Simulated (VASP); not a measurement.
The system is GeSe.

```
Ge Se
1.0
    10.96571    0.00000    0.00000
     0.00000    3.88283    0.00000
     0.00000    0.00000    4.42002
Ge Se
4 4
Direct
  0.12339 0.75000 0.88748
  0.62339 0.75000 0.61252
  0.37661 0.25000 0.38748
  0.87661 0.25000 0.11252
  0.85489 0.75000 0.50187
  0.35489 0.75000 0.99813
  0.64511 0.25000 0.00187
  0.14511 0.25000 0.49813
```

Base run:

| Property | Result |
| --- | --- |
| Program | VASP 6.6.1 |
| Functional | PBE-EpsX |
| Potentials or basis | VASP PAW PBE potentials, release 64 (Ge_d, Se) |
| Cutoff | 520 eV |
| k mesh | 2 × 4 × 4 |
| Occupations | gaussian, width 0.03 eV |
| Spin | no spin polarisation |

Its results: band gap on the k mesh 1.20 eV, direct; pressure 0.3 GPa; largest force 0.120 eV/Å.

Problem. After a change of settings the same cell gave: band gap on the k mesh 2.13 eV, direct; pressure -1.3 GPa; largest force 0.343 eV/Å. Which change was it?
A. functional from PBE-EpsX to PBE
B. functional from PBE-EpsX to PBE0
C. functional from PBE-EpsX to HSE06

Solution. B.

Caveats: the PAW data sets were made with another functional, which shifts forces and pressure a little.
